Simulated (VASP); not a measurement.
A run of VASP 6.6.1 is set up as follows.

Contents of INCAR:

```
  AGGAC = 0.0
  ALGO = Normal
  EDIFF = 1E-7
  EDIFFG = -0.05
  ENCUT = 520
  GGA = BO
  IBRION = 2
  ISIF = 2
  ISMEAR = -1
  LASPH = T
  LCHARG = F
  LREAL = F
  LUSE_VDW = T
  LWAVE = F
  NELM = 100
  NSW = 40
  PARAM1 = 0.1833333333
  PARAM2 = 0.22
  PREC = Accurate
  SIGMA = 0.02
```

The input KPOINTS:

```
k-points
0
Monkhorst-Pack
  9 9 5
```

POSCAR

```
PtS2
1.0
    3.8167964969      0.0000000000      0.0000000000
   -1.9083982484      3.3054427274      0.0000000000
    0.0000000000      0.0000000000      5.4278827581
Pt S
1 2
Selective dynamics
Direct
    0.0000000000      0.0000000000      0.0000000000  F F F
    0.6666666667      0.3333333333      0.7730000000  T T T
    0.3333333333      0.6666666667      0.2270000000  T T T
```

Potentials or basis: VASP PAW PBE potentials, release 64 (Pt, S).

Launch:

```bash
$ cat potpaw_PBE.64/Pt/POTCAR potpaw_PBE.64/S/POTCAR > POTCAR
$ mpirun -np 1 vasp_std > vasp.out
```

(1) Estimate the energy gained by relaxing.

## Answers

(1) 27.8 meV/atom.
